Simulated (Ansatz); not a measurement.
# In: the cost of one run

Computed with Ansatz 0.2.0 (DFT PBE, scalar-relativistic, plane waves, PAW, unless a step's input says otherwise).

### Step 1. The starting structure

Symmetry: Pnma, No. 62, orthorhombic system. The conventional cell has a = 4.630 Å, b = 7.675 Å, c = 3.452 Å, α = 90.00°, β = 90.00°, γ = 90.00°. Around In (site symmetry m) lie 2 In at 2.45 Å.

As a file:

```
CELL_PARAMETERS angstrom
4.62965 0.00000 0.00000
0.00000 7.67515 0.00000
0.00000 0.00000 3.45201
ATOMIC_POSITIONS crystal
In 0.02050 0.25000 0.63480
In 0.97950 0.75000 0.36520
In 0.47950 0.75000 0.13480
In 0.52050 0.25000 0.86520
```

(A quick probe on a coarse mesh, which set the mesh and smearing, is not shown.)

### Step 3. A loose first relaxation

The input, input.yaml:

```yaml
crystal:
  lattice:
    - [4.6296547258, 0.0, 0.0]
    - [0.0, 7.6751466953, 0.0]
    - [0.0, 0.0, 3.4520125045]
  atoms:
    - { symbol: In, position: [0.0205, 0.25, 0.6348] }
    - { symbol: In, position: [0.9795, 0.75, 0.3652] }
    - { symbol: In, position: [0.4795, 0.75, 0.1348] }
    - { symbol: In, position: [0.5205, 0.25, 0.8652] }
basis:
  ecutwfc: 420
kpoints:
  mp_grid: { grid: [4, 2, 6] }
hamiltonian:
  xc: pbe
scf:
  occupations: { method: gaussian, width: 0.1 }
  lower_state_search: "off"
output:
  forces: true
  stress: true
  eigenvalues: true
relax:
  adjacent_minimum: "off"
  f_tol: 0.04
  max_steps: 70
  cell: { stress_tol: 0.4 }
```

**Question.** How long does this run take on 1 thread of an Arm CPU, shared host, and how much memory does it need?

About 79 s, with a peak of 0.44 GiB.
